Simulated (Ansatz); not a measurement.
Si at several levels of theory

One geometry, relaxed with PBE, and single points on it; plane waves with PAW potentials in Ansatz, scalar-relativistic unless the row names spin-orbit coupling. No spin polarisation. Meshes are on the primitive cell of 2 atoms. Gaps are the least over mesh and band path; pressure is positive in compression. Smearing is Gaussian, 0.02 eV.

```yaml
crystal:
  lattice:
    - [0.00000, 2.73484, 2.73484]
    - [2.73484, 0.00000, 2.73484]
    - [2.73484, 2.73484, 0.00000]
  atoms:
    - { symbol: Si, position: [0.75000, 0.75000, 0.75000] }
    - { symbol: Si, position: [0.50000, 0.50000, 0.50000] }
```

| level | cutoff (eV) | k mesh | gap (eV) | pressure (GPa) | rough cost with bands (core-min) |
| --- | --- | --- | --- | --- | --- |
| PBE | 420 | 10×10×10 | 0.61 | 0.0 | 0.4 |

What do r2SCAN, PBEsol give on the same cell?

```
 level cutoff (eV) k mesh gap (eV) pressure (GPa) rough cost with bands (core-min)
r2SCAN          500  10×10×10      0.80            -1.3                               0.4
PBEsol          420  10×10×10      0.50            -1.8                               0.4
```